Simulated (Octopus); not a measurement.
**KTaO3 under changes of volume**

One of the cells (12.688 Å³/atom); the others are scaled copies at fixed shape and fractional positions:

```
CELL_PARAMETERS angstrom
3.98830 0.00000 0.00000
0.00000 3.98830 0.00000
0.00000 0.00000 3.98830
ATOMIC_POSITIONS crystal
Ta 0.00000 0.00000 0.00000
K 0.50000 0.50000 0.50000
O 0.00000 0.00000 0.50000
O 0.00000 0.50000 0.00000
O 0.50000 0.00000 0.00000
```

```yaml
Program: Octopus 16.4
Functional: PBE
Potentials_or_basis: pseudodojo_pbe (PseudoDojo 0.5, PBE)
Grid_spacing: 0.117 Å
k_mesh: 7 × 7 × 7
Occupations: fermi-dirac, width 0.05 eV
Spin: no spin polarisation
```

```tsv
volume (Å³/atom)	energy over the lowest point (meV/atom)	gap on the mesh (eV)
11.927	64.07	2.44
12.180	35.99	2.40
12.434	18.19	2.35
12.688	?	?
12.942	0.00	2.25
13.196	2.58	2.20
```

Task: What does the run at 12.688 Å³/atom give?

Result: Energy over the lowest point 5.53 meV/atom; gap on the mesh 2.30 eV.

Worked out: A Birch-Murnaghan fit of order 3 (a polynomial in V^(-2/3)) to the other rows has its minimum at 13.00 Å³/atom with B0 = V·E''(V) = 217 GPa (rough, since the energies scatter). It gives 5.35 meV/atom at 12.688 Å³/atom, against the run's 5.53. A straight line through the other rows of the gap, of slope -2.4 eV per unit of ln V, gives 2.30 eV, against the run's 2.30.

Energies are extrapolated to zero smearing.

Caveats: spin-orbit coupling is left out, which moves the levels of the heavy elements; an odd mesh through Γ misses points on the zone boundary, where band edges often lie.
